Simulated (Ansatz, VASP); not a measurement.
Hf: VASP beside Ansatz

INCAR

```
SYSTEM = Hf
PREC     = Accurate       ! precision mode
ENCUT    = 520            ! plane-wave cutoff, eV
EDIFF    = 1E-6           ! SCF threshold, eV
ISMEAR   = -1             ! smearing method
SIGMA    = 0.03           ! smearing width, eV
LREAL    = .FALSE.        ! projectors in reciprocal space
LASPH    = .TRUE.         ! aspherical terms in the spheres
NELM     = 60             ! most SCF steps
ALGO     = Normal         ! electronic algorithm
ISIF     = 2              ! what is computed and relaxed
LWAVE    = .FALSE.        ! write WAVECAR
LCHARG   = .TRUE.         ! write CHGCAR
GGA      = PE             ! functional
LELF     = .TRUE.         ! ELF
LVHAR    = .TRUE.       
NBANDS   = 11             ! bands
```

The input KPOINTS:

```
Automatic mesh
0
G
  13 13 13
  0 0 0
```

The input POSCAR:

```
Hf
1.0
    0.0000000000      2.2200000000      2.2200000000
    2.2200000000      0.0000000000      2.2200000000
    2.2200000000      2.2200000000      0.0000000000
Hf
1
Direct
    0.0000000000      0.0000000000      0.0000000000
```

Input for Ansatz:

```yaml
crystal:
  lattice:
    - [0.0, 2.22, 2.22]
    - [2.22, 0.0, 2.22]
    - [2.22, 2.22, 0.0]
  atoms:
    - { symbol: Hf, position: [0.0, 0.0, 0.0] }
kpoints:
  mp_grid: { grid: [13, 13, 13] }
  band_path:
    path:
      - [0.0, 0.0, 0.0]
      - [0.5, 0.0, 0.5]
      - [0.625, 0.25, 0.625]
      - [0.375, 0.375, 0.75]
      - [0.0, 0.0, 0.0]
      - [0.5, 0.5, 0.5]
      - [0.5, 0.25, 0.75]
      - [0.5, 0.0, 0.5]
    npoints: 8
scf:
  occupations: { method: fermi_dirac, width: 0.03 }
hamiltonian:
  xc: pbe
  pseudopotentials: { kind: all_electron, lapw: { basis_error: 0.001 } }
output:
  forces: true
  stress: true
  eigenvalues: true
  fatbands: true
  populations: true
  dos: { projected: true, de: 0.2, e_range: [-14, 8] }
```

This isn't the form of Hf at room conditions, which is hcp.

Alike in both runs: task single point; functional PBE; k mesh 13 × 13 × 13; occupations fermi-dirac, width 0.03 eV; no spin polarisation.

```csv
,VASP,Ansatz
version,VASP 6.6.1,Ansatz 0.2.0
potentials or method,"VASP PAW PBE potentials, release 64 (Hf_pv)","all-electron LAPW, scalar-relativistic"
plane-wave cutoff (eV),520,see its input
```

Ansatz gave:

* pressure (GPa): 3.3

Q: What did VASP give for the same quantities?

A: Pressure (GPa): 2.8.

Ansatz ran all-electron here, so the differences hold the error of VASP's frozen core and of both bases.

Spin-orbit coupling is left out, which matters for the levels of Hf.
